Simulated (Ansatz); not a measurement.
CdS in the 4H polytype structure: a field-response calculation (clamped ions) in Ansatz 0.2.0 (PBE). Cell and atoms come from a relaxation with r2SCAN.

input.yaml:
```yaml
crystal:
  lattice:
    - [4.1605990978, 0.0, 0.0]
    - [-2.0802995489, 3.6031845137, 0.0]
    - [0.0, 0.0, 13.5541938558]
  atoms:
    - { symbol: Cd, position: [0.0, 0.0, -0.0003495461] }
    - { symbol: Cd, position: [0.3333333333, 0.6666666667, 0.2498897446] }
    - { symbol: Cd, position: [0.0, 0.0, 0.4996504539] }
    - { symbol: Cd, position: [0.6666666667, 0.3333333333, 0.7498897446] }
    - { symbol: S, position: [0.0, 0.0, 0.1876440828] }
    - { symbol: S, position: [0.3333333333, 0.6666666667, 0.4378157188] }
    - { symbol: S, position: [0.0, 0.0, 0.6876440828] }
    - { symbol: S, position: [0.6666666667, 0.3333333333, 0.9378157188] }
kpoints:
  mp_grid: { grid: [6, 6, 2] }
hamiltonian:
  xc: pbe
scf:
  occupations: { method: fixed }
dielectric: {}
```

Run as `ansatz run input.yaml --threads 4 --pin off --max-ram 7372MiB --backend cpu --events-out ev --progress --plain --runs-dir out`. It took 2.3 min on 4 threads of AMD EPYC 7R43 64-Core Processor (Zen 3), with other jobs on the host; peak host memory 2.1 GiB.

The output, standing remarks left out:
```
Functional definition: PBE
Crystal: 8 atoms, lattice volume = 203.196 Å³
Basis set: ecut = 420 eV, 3903 PW (Γ)
Bands: 63, of which v1, the nominal top of the filled ones, is band 52 counted from 1 (51 counted from 0)
Symmetry: 12 space group operations
k-points: 26 of 72 (irreducible under 2 space group operations, time reversal used)
SCF converged after 9 iterations
Free energy (F): -36631.293771 eV
Fermi energy:    6.580388 eV
--- Per-component energies (eV) ---
  E_band       = -2054.396106
  E_kinetic    = 2445.798583
  E_local      = -16198.651774
  E_nonlocal   = 248.718817
  E_hartree    = 7433.378092
  E_xc         = -1094.791894
  E_vxc        = -1235.371301
  E_paw        = -18735.384100
  E_vpaw       = -2181.646975
  E_ewald      = -10730.361558
--- Dielectric response (ions clamped): 3 representative field directions + reference, inside a basis on a mesh of 576 k-points ---
  ε∞ (high-frequency dielectric tensor):
        6.106623     0.000000     0.000000
        0.000000     6.106623     0.000000
        0.000000     0.000000     6.139438
  Born effective charges Z* (e; rows j = field, columns β = displacement):
    site 0:
         2.16431    0.00000    0.00000
         0.00000    2.16431    0.00000
         0.00000    0.00000    2.23880
    site 1:
         2.18403    0.00000    0.00000
         0.00000    2.18403    0.00000
         0.00000    0.00000    2.18962
    site 2:
         2.16431    0.00000    0.00000
         0.00000    2.16431    0.00000
         0.00000    0.00000    2.23880
    site 3:
         2.18403    0.00000    0.00000
         0.00000    2.18403    0.00000
         0.00000    0.00000    2.18962
    site 4:
        -2.17216    0.00000    0.00000
         0.00000   -2.17216    0.00000
         0.00000    0.00000   -2.22377
    site 5:
        -2.17618    0.00000    0.00000
         0.00000   -2.17618    0.00000
         0.00000    0.00000   -2.20465
    site 6:
        -2.17216    0.00000    0.00000
         0.00000   -2.17216    0.00000
         0.00000    0.00000   -2.22377
    site 7:
        -2.17618    0.00000    0.00000
         0.00000   -2.17618    0.00000
         0.00000    0.00000   -2.20465
  ε∞ is read to err by 2.5e-2, Z* by 3.4e-2 e
```

The electronic dielectric tensor ε∞ is 6.11 along x and y, 6.14 along z. Born charges, averaged over directions: Cd +2.19, S -2.19 e.

The cell comes from a prototype generator: it can be a known phase or a hypothetical one. Spin polarisation is off.
